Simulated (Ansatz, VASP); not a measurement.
Two plane-wave programs on Ti

The input INCAR:

```
PREC = Accurate
ENCUT = 520
EDIFF = 1E-7
ISMEAR = -1
SIGMA = 0.1
LREAL = False
LASPH = True
NELM = 100
ALGO = Normal
ISIF = 2
LWAVE = False
LCHARG = False
NBANDS = 12
```

The input KPOINTS:

```
regular mesh
0
Gamma
  10 10 10
```

The input POSCAR:

```
Ti
1.0
    0.0000000000      2.0300000000      2.0300000000
    2.0300000000      0.0000000000      2.0300000000
    2.0300000000      2.0300000000      0.0000000000
Ti
1
Direct
    0.0000000000      0.0000000000      0.0000000000
```

Input for Ansatz:

```yaml
crystal:
  lattice:
    - [0.0, 2.03, 2.03]
    - [2.03, 0.0, 2.03]
    - [2.03, 2.03, 0.0]
  atoms:
    - { symbol: Ti, position: [0.0, 0.0, 0.0] }
kpoints:
  mp_grid:
    grid: [10, 10, 10]
hamiltonian:
  xc: lda
scf:
  occupations:
    method: fermi_dirac
    width: 0.1
  initial_density:
    chi_scale: 0.0
basis:
  ecutwfc: "500 eV"
output:
  stress: true
  eigenvalues: true
```

This isn't the form of Ti at room conditions, which is hcp.

Alike in both runs: task single point; functional LDA; k mesh 10 × 10 × 10; occupations fermi-dirac, width 0.1 eV; no spin polarisation.

```csv
,VASP,Ansatz
version,VASP 6.6.1,Ansatz 0.2.0
potentials or method,"VASP PAW LDA potentials, release 64 (Ti_sv)","plane waves, PAW"
plane-wave cutoff (eV),520,500
valence electrons in the cell,12,12
```

Ansatz gave:

```
gap on the k mesh at the Fermi level (eV) : none
pressure (GPa)                            : -4.7
```

Question: What did VASP give for the same quantities?

Answer: gap on the k mesh at the Fermi level (eV): none; pressure (GPa): -4.8.

A gap of «none» marks a metal or a gap that the smearing closes.
